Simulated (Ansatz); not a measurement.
**Every step of a relaxation of Ti (diamond type)**

DFT, PBE, PAW with Ansatz's default frozen-core files, scalar-relativistic (Ansatz 0.2.0); a Γ-centred 12×12×12 k mesh, Fermi–Dirac smearing of 0.05 eV, no spin polarisation. The run relaxes cell and atoms at a target pressure of -0.91 GPa.

Command: `ansatz run input.yaml --threads 1 --pin off --max-ram 3584MiB --backend cpu --events-out ev --progress --plain --runs-dir out` It took 6.8 s on 1 thread of Intel(R) Xeon(R) 6975P-C (Granite Rapids), on a shared host, peak memory 0.39 GiB.

PAW: frozen-core files, cutoff 420 eV; forces are relaxed below 0.005 eV/Å.

Each step lists its enthalpy F + pV a cell above the last geometry, the pressure, the cell vectors (Å), and Cartesian positions (Å) with forces (eV/Å).

The first step:

```
step 1  dH = 20.55 meV  P = 1.46 GPa
  cell 0.0000 2.8028 2.8028  2.8028 0.0000 2.8028  2.8028 2.8028 0.0000
  Ti -0.7007 -0.7007 -0.7007   0.0000 0.0000 0.0000
  Ti 0.7007 0.7007 0.7007   0.0000 0.0000 0.0000
```

Q: Where does the relaxation end, and by which steps?

A: After 4 geometries, with conventional a, b, c = 5.726, 5.726, 5.726 Å, at 23.469 Å³/atom (+6.59 % against the start) in space group Fd-3m, with a shortest distance of 2.479 Å. The further steps:
```
step 2  dH = 7.28 meV  P = 0.48 GPa
  cell 0.0000 2.8267 2.8267  2.8267 0.0000 2.8267  2.8267 2.8267 0.0000
  Ti -0.7067 -0.7067 -0.7067   0.0000 0.0000 0.0000
  Ti 0.7067 0.7067 0.7067   0.0000 0.0000 0.0000
step 3  dH = 0.00 meV  P = -0.87 GPa
  cell 0.0000 2.8620 2.8620  2.8620 0.0000 2.8620  2.8620 2.8620 0.0000
  Ti -0.7155 -0.7155 -0.7155   0.0000 0.0000 0.0000
  Ti 0.7155 0.7155 0.7155   0.0000 0.0000 0.0000
step 4  dH = 0.00 meV  P = -0.91 GPa
  cell 0.0000 2.8631 2.8631  2.8631 0.0000 2.8631  2.8631 2.8631 0.0000
  Ti -0.7158 -0.7158 -0.7158   0.0000 0.0000 0.0000
  Ti 0.7158 0.7158 0.7158   0.0000 0.0000 0.0000
step 5  dH = -0.21 meV  P = -0.91 GPa  (same geometry on a basis chosen anew; earlier energies don't compare to the last digit)
  cell 0.0000 2.8631 2.8631  2.8631 0.0000 2.8631  2.8631 2.8631 0.0000
  Ti -0.7158 -0.7158 -0.7158   0.0000 0.0000 0.0000
  Ti 0.7158 0.7158 0.7158   0.0000 0.0000 0.0000
```
